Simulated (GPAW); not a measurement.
# AlN (P6_3mc) in GPAW: a series of runs

The runs below take AlN through relaxation of cell and atoms, single point, with PBEsol, LDA.

Program: GPAW 26.7.0. These are calculated values, not measurements. Logs are shortened: lines on timing, memory, paths and dates and some standing lists are left out, and cuts for length are marked. The log counts tension as positive stress, the text compression.

**Experimental background.**

From “Structural and optical properties of self-assembled AlN nanowires grown on SiO2/Si substrates by molecular beam epitaxy”, 2024, arxiv:2402.00216, for a bulk crystal of AlN at 0 K: band gap 6.0343 eV (an exciton energy, a little under the gap).

How close the calculation comes is told below.

## Step 1: The crystal as given

Symmetry: P6_3mc, No. 186, hexagonal system. The conventional cell has a = 3.113 Å, b = 3.113 Å, c = 4.981 Å, α = 90.00°, β = 90.00°, γ = 120.00°. Al (site symmetry 3m) is surrounded by 4 N at 1.89 Å. Around N (site symmetry 3m) lie 4 Al at 1.89 Å.

## Step 2: Relaxation of cell and atoms, PBEsol, target pressure 30 GPa, at which the enthalpy is minimised

Contents of run.py:

```python
from ase import Atoms
from ase.filters import FrechetCellFilter
from ase.io import write
from ase.optimize import BFGS
from ase.units import GPa
from gpaw import GPAW, PW, setup_paths

setup_paths.insert(0, '.')

atoms = Atoms(['Al', 'Al', 'N', 'N'],
              cell=[[3.113, 0.0, 0.0],
                    [-1.5565, 2.695937082, 0.0],
                    [0.0, 0.0, 4.981]],
              scaled_positions=[[0.6666666667, 0.3333333333, 0.5],
                                [0.3333333333, 0.6666666667, 0.0],
                                [0.6666666667, 0.3333333333, 0.88],
                                [0.3333333333, 0.6666666667, 0.38]],
              pbc=True)

calc = GPAW(mode=PW(800),
            xc='PBEsol',
            kpts={'size': (7, 7, 4), 'gamma': True},
            occupations={'name': 'fermi-dirac', 'width': 0.05},
            nbands=18,
            convergence={'density': 1e-05, 'forces': 0.0001},
            maxiter=150,
            txt='gpaw.txt')
atoms.calc = calc
opt = BFGS(FrechetCellFilter(atoms, scalar_pressure=30 * GPa), trajectory='relax.traj', logfile='-')
done = opt.run(fmax=0.02, steps=60)
calc.write('gs.gpw')
write('result.traj', atoms)
print('Converged:', done)
print('Cell:', atoms.cell.cellpar().round(4))
print('Volume:', round(atoms.get_volume(), 4))
print(atoms.get_scaled_positions().round(5))
```

Potentials or basis: PAW data sets generated in the run's folder for this functional, pw.

On the command line:

```bash
> gpaw-setup -f PBEsol Al N
> OMP_NUM_THREADS=1 python run.py
```

gpaw.txt:

```text
__  _  _
 | _ |_)|_||  |
 |__||  | ||/\| - 26.7.0

Input parameters:
  mode=PW(ecut=800.0),
  convergence={'density': 1e-05, 'forces': 0.0001},
  kpts=MonkhorstPack(size=(7, 7, 4), gamma=True),
  maxiter=150,
  nbands=18,
  occupations=Occupations(name='fermi-dirac', width=0.05),
  xc=XC(name='PBEsol')

Diagonalizing LCAO Hamiltonian
Converting LCAO to pw mode

           N

           Al
        N

        Al

Atoms  # Å, Bohr magnetons
|   | symbol |         x |        y |        z |    initial magnetic moments |
|---|--------|-----------|----------|----------|-----------------------------|
| 0 |     Al |  1.556500 | 0.898646 | 2.490500 | ( 0.0000,  0.0000,  0.0000) |
| 1 |     Al | -0.000000 | 1.797291 | 0.000000 | ( 0.0000,  0.0000,  0.0000) |
| 2 |      N |  1.556500 | 0.898646 | 4.383280 | ( 0.0000,  0.0000,  0.0000) |
| 3 |      N | -0.000000 | 1.797291 | 1.892780 | ( 0.0000,  0.0000,  0.0000) |

Unit cell  # Å
| periodic |         x |        y |        z |  lengths |     angles |
|----------|-----------|----------|----------|----------|------------|
|      yes |  3.113000 | 0.000000 | 0.000000 | 3.113000 |  90.000000 |
|      yes | -1.556500 | 2.695937 | 0.000000 | 3.113000 |  90.000000 |
|      yes |  0.000000 | 0.000000 | 4.981000 | 4.981000 | 120.000000 |

Number of symmetries: 6
Symmetry operations  # r_c * U_cc + t_c -> r_c
|   | kind |            matrix            |
|---|------|------------------------------|
| 0 |  σ   |  1, 1, 0,  0,-1, 0,  0, 0, 1 |
| 1 |  E   |  1, 0, 0,  0, 1, 0,  0, 0, 1 |
| 2 |  C3  |  0, 1, 0, -1,-1, 0,  0, 0, 1 |
| 3 |  σ   |  0,-1, 0, -1, 0, 0,  0, 0, 1 |
| 4 |  σ   | -1, 0, 0,  1, 1, 0,  0, 0, 1 |
| 5 |  C3  | -1,-1, 0,  1, 0, 0,  0, 0, 1 |
[... 615 lines left out ...]
SCF iterations
|iter     | |      energy | eigst |  dens |force |
|---------|-|-------------|-------|-------|------|
|iter:   1| |  -31.243325 | -0.22 |       |      |
|iter:   2| |  -31.134662 | -2.91 | -1.14 |      |
|iter:   3| |  -30.776621 | -1.66 | -1.19 |      |
|iter:   4| |  -30.775616 | -3.92 | -2.02 |      |
|iter:   5| |  -30.775889c| -4.19 | -2.37 |      |
|iter:   6| |  -30.775934c| -5.57 | -3.23 |      |
|iter:   7| |  -30.775936c| -7.36 | -4.00 |      |
|iter:   8| |  -30.775936c| -8.10c| -4.43 |      |
|iter:   9| |  -30.775936c| -9.18c| -5.66c|      |
|iter:  10| |  -30.775936c|-10.11c| -6.24c|-4.46c|

Converged in 10 steps
Energy contributions relative to reference atoms: (reference = -16132.195633)

Energy contributions:
  Kinetic:          62.309574
  Coulomb:         -51.970232
  Zero:              0.149087
  External:          0.000000
  Xc:              -41.264365
  Entropy:           0.000000
  Spinorbit:         0.000000
  ----------------------------
  Free energy:     -30.775936
  Extrapolated:    -30.775936
[... 11 lines left out ...]
|          4 |         6.333 |     2.000 |
|          5 |         7.015 |     2.000 |
[... 8 lines left out ...]
|         14 |        21.471 |     0.000 |
|         15 |        21.471 |     0.000 |
|        ... |               |           |
|         17 |        22.785 |     0.000 |

Gap: 5.161 eV
Transition (v -> c):
  (s=0, k=0, n=7, [0.00, 0.00, 0.00]) -> (s=0, k=22, n=8, [0.43, 0.29, 0.00])
Direct/indirect transitions are different
Direct gap: 5.198 eV
Transition at: (s=0, k=0, n=7, [0.00, 0.00, 0.00])

Stress tensor  # eV/Ang^3
|         x |         y |         z |
|-----------|-----------|-----------|
| -0.214009 |  0.000000 |  0.000000 |
| -0.000000 | -0.214009 |  0.000000 |
|  0.000000 |  0.000000 | -0.181604 |

Forces  # eV/Ang
|        x |       y |        z |
|----------|---------|----------|
|  0.00000 | 0.00000 |  0.11748 |  # Al   0
|  0.00000 | 0.00000 |  0.11746 |  # Al   1
|  0.00000 | 0.00000 | -0.11795 |  # N    2
| -0.00000 | 0.00000 | -0.11749 |  # N    3
[... 226 lines left out ...]
Stress tensor  # eV/Ang^3
|         x |         y |         z |
|-----------|-----------|-----------|
| -0.192480 | -0.000000 |  0.000000 |
| -0.000000 | -0.192480 | -0.000000 |
|  0.000000 | -0.000000 | -0.171873 |

Forces  # eV/Ang
|        x |        y |        z |
|----------|----------|----------|
|  0.00000 |  0.00000 |  0.03117 |  # Al   0
| -0.00000 | -0.00000 |  0.03117 |  # Al   1
| -0.00000 |  0.00000 | -0.03163 |  # N    2
|  0.00000 |  0.00000 | -0.03136 |  # N    3

Interpolating wave functions to new cell

           N

           Al
        N
[... 400 lines left out ...]
SCF iterations
|iter     | |      energy | eigst |  dens |force |
|---------|-|-------------|-------|-------|------|
|iter:   1| |  -30.835281 | -3.05 |       |      |
|iter:   2| |  -30.835229 | -5.76 | -2.57 |      |
|iter:   3| |  -30.834948c| -4.77 | -2.60 |      |
|iter:   4| |  -30.834951c| -6.21 | -3.25 |      |
|iter:   5| |  -30.834952c| -7.37 | -3.80 |      |
|iter:   6| |  -30.834952c| -8.26c| -4.23 |      |
|iter:   7| |  -30.834952c| -8.76c| -4.86 |      |
|iter:   8| |  -30.834952c| -9.39c| -5.41c|      |
|iter:   9| |  -30.834952c|-10.43c| -6.68c|-4.98c|

Converged in 9 steps
Energy contributions relative to reference atoms: (reference = -16132.195633)

Energy contributions:
  Kinetic:          60.400187
  Coulomb:         -50.482304
  Zero:              0.149974
  External:          0.000000
  Xc:              -40.902809
  Entropy:           0.000000
  Spinorbit:         0.000000
  ----------------------------
  Free energy:     -30.834952
  Extrapolated:    -30.834952
[... 213 lines left out ...]
SCF iterations
|iter     | |      energy | eigst |  dens |force |
|---------|-|-------------|-------|-------|------|
|iter:   1| |  -30.832521 | -3.14 |       |      |
|iter:   2| |  -30.832512 | -5.85 | -2.71 |      |
|iter:   3| |  -30.832481c| -5.19 | -2.74 |      |
|iter:   4| |  -30.832490c| -6.55 | -3.35 |      |
|iter:   5| |  -30.832492c| -7.85c| -3.96 |      |
|iter:   6| |  -30.832492c| -7.95c| -4.46 |      |
|iter:   7| |  -30.832492c| -8.43c| -4.91 |      |
|iter:   8| |  -30.832492c| -9.59c| -6.06c|      |
|iter:   9| |  -30.832492c|-10.34c| -6.60c|-4.99c|

Converged in 9 steps
Energy contributions relative to reference atoms: (reference = -16132.195633)

Energy contributions:
  Kinetic:          60.460017
  Coulomb:         -50.523948
  Zero:              0.149816
  External:          0.000000
  Xc:              -40.918378
  Entropy:          -0.000000
  Spinorbit:         0.000000
  ----------------------------
  Free energy:     -30.832492
  Extrapolated:    -30.832492
[... 271 lines left out ...]
Stress tensor  # eV/Ang^3
|         x |         y |         z |
|-----------|-----------|-----------|
| -0.187539 |  0.000000 |  0.000000 |
|  0.000000 | -0.187539 | -0.000000 |
| -0.000000 | -0.000000 | -0.191274 |

Forces  # eV/Ang
|       x |        y |        z |
|---------|----------|----------|
| 0.00000 |  0.00000 | -0.07696 |  # Al   0
| 0.00000 | -0.00000 | -0.07701 |  # Al   1
| 0.00000 | -0.00000 |  0.07695 |  # N    2
| 0.00000 |  0.00000 |  0.07656 |  # N    3

Interpolating wave functions to new cell

           N

           Al
        N
[... 218 lines left out ...]
Stress tensor  # eV/Ang^3
|         x |         y |         z |
|-----------|-----------|-----------|
| -0.186879 | -0.000000 |  0.000000 |
| -0.000000 | -0.186879 | -0.000000 |
| -0.000000 | -0.000000 | -0.190387 |

Forces  # eV/Ang
|        x |        y |        z |
|----------|----------|----------|
|  0.00000 |  0.00000 | -0.03888 |  # Al   0
|  0.00000 |  0.00000 | -0.03895 |  # Al   1
| -0.00000 | -0.00000 |  0.03888 |  # N    2
| -0.00000 |  0.00000 |  0.03862 |  # N    3

Interpolating wave functions to new cell

           N

           Al
        N
[... 161 lines left out ...]
SCF iterations
|iter     | |      energy | eigst |  dens |force |
|---------|-|-------------|-------|-------|------|
|iter:   1| |  -30.832847 | -2.92 |       |      |
|iter:   2| |  -30.832767 | -5.71 | -2.57 |      |
|iter:   3| |  -30.832347c| -4.57 | -2.60 |      |
|iter:   4| |  -30.832355c| -6.02 | -3.30 |      |
|iter:   5| |  -30.832358c| -8.10c| -3.86 |      |
|iter:   6| |  -30.832358c| -8.33c| -4.73 |      |
|iter:   7| |  -30.832358c| -9.32c| -5.59c|      |
|iter:   8| |  -30.832358c|-10.09c| -6.09c|-4.04c|

Converged in 8 steps
Energy contributions relative to reference atoms: (reference = -16132.195633)

Energy contributions:
  Kinetic:          60.283124
  Coulomb:         -50.357973
  Zero:              0.149903
  External:          0.000000
  Xc:              -40.907412
  Entropy:          -0.000000
  Spinorbit:         0.000000
  ----------------------------
  Free energy:     -30.832358
  Extrapolated:    -30.832358
[... 31 lines left out ...]
Stress tensor  # eV/Ang^3
|         x |         y |         z |
|-----------|-----------|-----------|
| -0.187086 |  0.000000 |  0.000000 |
|  0.000000 | -0.187086 | -0.000000 |
|  0.000000 | -0.000000 | -0.188090 |

Forces  # eV/Ang
|        x |        y |        z |
|----------|----------|----------|
| -0.00000 | -0.00000 | -0.00654 |  # Al   0
|  0.00000 |  0.00000 | -0.00659 |  # Al   1
|  0.00000 | -0.00000 |  0.00650 |  # N    2
|  0.00000 |  0.00000 |  0.00639 |  # N    3

# Writing to gs.gpw (mode='')
```

It took 67 s on 1 thread of Intel Xeon 6975P-C (Granite Rapids), shared host; peak memory 0.27 GiB.

Results:

```
Free energy                                            : -30.8324 eV
Relaxed volume                                         : 9.34 Å³/atom
Relaxed cell                                           : a = 3.011 Å, b = 3.011 Å, c = 4.756 Å, α = 90.00°, β = 90.00°, γ = 120.00°
Space group after relaxing (to 0.05 Å)                 : P6_3mc (No. 186)
Energy change on relaxing (the enthalpy is what falls) : +104.1 meV/atom
Ionic steps                                            : 10
Pressure after relaxing                                : 30.0 GPa
Largest force after relaxing                           : 0.007 eV/Å
Band gap on the k mesh                                 : 5.06 eV, direct
```

Forces in eV/Å, atoms in the order of the input:
```
Al   0.000  0.000 -0.007
Al   0.000  0.000 -0.007
N    0.000  0.000  0.006
N    0.000  0.000  0.006
```

Step by step:
| step | energy change (eV) | largest force (eV/Å) | pressure (GPa) | volume (Å³) |
| --- | --- | --- | --- | --- |
| 1 | 0.0000 | 0.1341 | 1.10 | 41.80 |
| 2 | 0.0196 | 0.0907 | 5.46 | 40.97 |
| 3 | 0.4730 | 0.1179 | 32.56 | 37.08 |
| 4 | 0.4064 | 0.0316 | 29.74 | 37.41 |
| 5 | 0.4078 | 0.0030 | 29.81 | 37.40 |
| 6 | 0.4139 | 0.0656 | 30.08 | 37.37 |
| 7 | 0.4164 | 0.0811 | 30.17 | 37.35 |
| 8 | 0.4195 | 0.0770 | 30.25 | 37.33 |
| 9 | 0.4183 | 0.0390 | 30.13 | 37.33 |
| 10 | 0.4165 | 0.0066 | 30.03 | 37.34 |

Final structure:
```
Al N
1.0
     3.01098    0.00000    0.00000
    -1.50549    2.60759    0.00000
     0.00000    0.00000    4.75625
Al N
2 2
Direct
  0.66667 0.33333 0.49707
  0.33333 0.66667 0.99707
  0.66667 0.33333 0.88291
  0.33333 0.66667 0.38291
```

Caveat: later steps reuse the first step's grids; an odd mesh through Γ misses points on the zone boundary, where band edges often lie.

## Step 3: Single point, LDA

Contents of run.py:

```python
from ase import Atoms
from ase.dft.bandgap import bandgap
from ase.io import write
from ase.units import GPa
from gpaw import GPAW, PW

atoms = Atoms(['Al', 'Al', 'N', 'N'],
              cell=[[3.113, 0.0, 0.0],
                    [-1.5565, 2.695937082, 0.0],
                    [0.0, 0.0, 4.981]],
              scaled_positions=[[0.6666666667, 0.3333333333, 0.5],
                                [0.3333333333, 0.6666666667, 0.0],
                                [0.6666666667, 0.3333333333, 0.88],
                                [0.3333333333, 0.6666666667, 0.38]],
              pbc=True)

calc = GPAW(mode=PW(600),
            xc='LDA',
            kpts={'size': (8, 8, 5), 'gamma': True},
            occupations={'name': 'fermi-dirac', 'width': 0.05},
            nbands=18,
            maxiter=120,
            txt='gpaw.txt')
atoms.calc = calc
energy = atoms.get_potential_energy()
forces = atoms.get_forces()
stress = atoms.get_stress()
calc.write('gs.gpw')
write('result.traj', atoms)
print(f'Energy: {energy:.6f} eV')
print('Forces (eV/A):')
print(forces.round(4))
print('Stress (GPa):', (stress / GPa).round(3))
print('Fermi level:', round(calc.get_fermi_level(), 4), 'eV')
print(f'Gap: {bandgap(calc)[0]:.4f} eV, direct: {bandgap(calc, direct=True)[0]:.4f} eV')
```

Potentials or basis: the program's PAW data sets (release 1.2.1) made for this functional, pw.

On the command line:

```bash
> OMP_NUM_THREADS=1 python run.py
```

Wall time 9.4 s (1 thread of Intel Xeon 6975P-C (Granite Rapids), shared host); peak memory 0.16 GiB.

The run converged. Its results:

* Free energy: -32.4993 eV
* Pressure: -10.6 GPa
* Largest force: 0.120 eV/Å
* Band gap on the k mesh: 4.25 eV, direct

Forces in eV/Å, atoms in the order of the input:
```
Al   0.000  0.000 -0.120
Al   0.000  0.000 -0.119
N    0.000  0.000  0.119
N    0.000  0.000  0.119
```

Stress tensor (GPa, compression positive):
```
-11.20   0.00   0.00
  0.00 -11.20   0.00
  0.00   0.00  -9.53
```

Levels at points of the mesh, in eV from the valence-band top:
| k point | band 4 | band 5 | band 6 | band 7 | band 8 | band 9 | band 10 | band 11 | band 12 | band 13 |
| --- | --- | --- | --- | --- | --- | --- | --- | --- | --- | --- |
| (0.00, 0.00, 0.00) | -0.84 | -0.84 | -0.18 | -0.18 | 0.00 | 4.25 | 6.55 | 10.51 | 10.97 | 10.97 |
| (0.50, 0.50, 0.00) | -4.18 | -3.37 | -2.09 | -1.80 | -0.67 | 5.67 | 5.69 | 8.11 | 10.18 | 10.74 |

Caveat: the cutoff is short for stress and forces, so pressures can be off by a GPa or more.

## Step 4: How close it comes

Step 3. Measured gap of AlN: 6.0343 eV (an exciton energy, a little under the gap; 0 K; quoted in “Structural and optical properties of self-assembled AlN nanowires grown on SiO2/Si substrates by molecular beam epitaxy”, 2024, arxiv:2402.00216). This calculation gives 4.25 eV (-1.79 eV). 2 values of this kind are on record (6.034 to 6.0343 eV); this one was drawn at random. The value is that of LDA, without temperature or zero-point motion. Semilocal functionals fall short of measured gaps as a rule.
